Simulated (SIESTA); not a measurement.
The system is Re.

```
CELL_PARAMETERS angstrom
2.76639 0.00000 0.00000
-1.38319 2.39576 0.00000
0.00000 0.00000 8.93885
ATOMIC_POSITIONS crystal
Re 0.66667 0.33333 0.75000
Re 0.00000 0.00000 0.50000
Re 0.33333 0.66667 0.25000
Re 0.00000 0.00000 0.00000
```

Program: SIESTA 5.4.2. Alike in all runs: task band structure; cell as given; smearing fermi-dirac 0.05 eV; grid cutoff 800 Ry; energy shift 0.003 Ry.

Order these runs on this cell by their pressure, lowest first.
A. level LDA; potentials or basis PseudoDojo 0.4 standard (LDA files), DZP (energy shift 0.003 Ry; two zetas on semicore shells); spin off; k mesh 11 × 11 × 3
B. level PBEsol; potentials or basis PseudoDojo 0.4 standard (PBEsol files), DZP (energy shift 0.003 Ry; two zetas on semicore shells); spin off; k mesh 8 × 8 × 2
C. level PBEsol; potentials or basis PseudoDojo 0.4 standard (PBEsol files, fully relativistic), DZP (energy shift 0.003 Ry; two zetas on semicore shells); spin non-collinear, zero start, SOC; k mesh 8 × 8 × 2

A (-9.8 GPa), C (-7.7 GPa), B (-3.5 GPa).

Caveats: short orbitals over semicore shells can move pressures by several GPa; the basis of atomic orbitals isn't converged, which shifts pressures, moduli and gaps.
